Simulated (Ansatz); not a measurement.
The system is Ge.

```xyz
1
Lattice="1.3971 -2.6005 0.0000 1.3971 2.6005 0.0000 0.0000 0.0000 2.6982" Properties=species:S:1:pos:R:3 pbc="T T T"
Ge    1.3971    0.0000    0.0000
```

This isn't the form of Ge at room conditions, which is diamond.

| Property | Result |
| --- | --- |
| Program | Ansatz 0.2.0 |
| Task | relaxation of cell and atoms |
| Functional | PBEsol |
| Potentials or basis | all-electron LAPW, scalar-relativistic |
| Basis error allowed | 0.001 eV/atom |
| k mesh | 11 × 11 × 10 |
| Occupations | fermi-dirac, width 0.05 eV |
| Spin | no spin polarisation |

At the start: volume 19.61 Å³/atom.

Question: How do energy, volume and symmetry change on relaxing?

Answer: Over 7 steps the energy falls by 20.6 meV/atom and the volume is 18.41 Å³/atom (-6.1 %); space group Cmmm (No. 65, to 0.05 Å).

Step by step:
| step | energy change (eV) | largest force (eV/Å) | volume (Å³) |
| --- | --- | --- | --- |
| 1 | 0.0000 | 0.0000 | 19.61 |
| 2 | -0.0187 | 0.0000 | 18.07 |
| 3 | -0.0203 | 0.0000 | 18.42 |
| 4 | -0.0204 | 0.0000 | 18.41 |
| 5 | -0.0205 | 0.0000 | 18.40 |
| 6 | -0.0205 | 0.0000 | 18.41 |
| 7 | -0.0206 | 0.0000 | 18.41 |

Final structure:
```yaml
crystal:
  lattice:
    - [1.39966, -2.46174, 0.00000]
    - [1.39966, 2.46174, 0.00000]
    - [0.00000, 0.00000, 2.67140]
  atoms:
    - { symbol: Ge, position: [0.50000, 0.50000, 0.00000] }
```
